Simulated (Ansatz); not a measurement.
Sn in Ansatz: the effect of functional

Crystal: Sn.

```
Sn
1.0
    -1.69129    1.73930    2.29061
     1.69129   -1.73930    2.29061
     1.69129    1.73930   -2.29061
Sn
1
Cartesian
  0.0000 0.0000 0.0000
```

This isn't the form of Sn at room conditions, which is tetragonal (white tin).

The cell isn't the ideal one: volume scaled by 0.94.

Alike in all runs:

```yaml
Program: Ansatz 0.2.0
Task: single point
Potentials_or_basis: Ansatz PAW
k_mesh: 11 × 11 × 11
Occupations: fermi-dirac, width 0.05 eV
Spin: no spin polarisation
```

```tsv
functional	cutoff	pressure (GPa)
LDA	420 eV (not typed: the program's choice for these potentials)	-2.2
PBEsol	420 eV (not typed: the program's choice for these potentials)	?
r2SCAN	500 eV (not typed: the program's choice for these potentials)	0.8
```

Question: What does the run with functional PBEsol give?

Answer: Pressure -0.8 GPa.

Caveats: the PAW data sets come from PBE, with cores solved anew for the run's functional, which leaves a small shift of forces and pressure.

Runs at the PBE level aren't shown here.
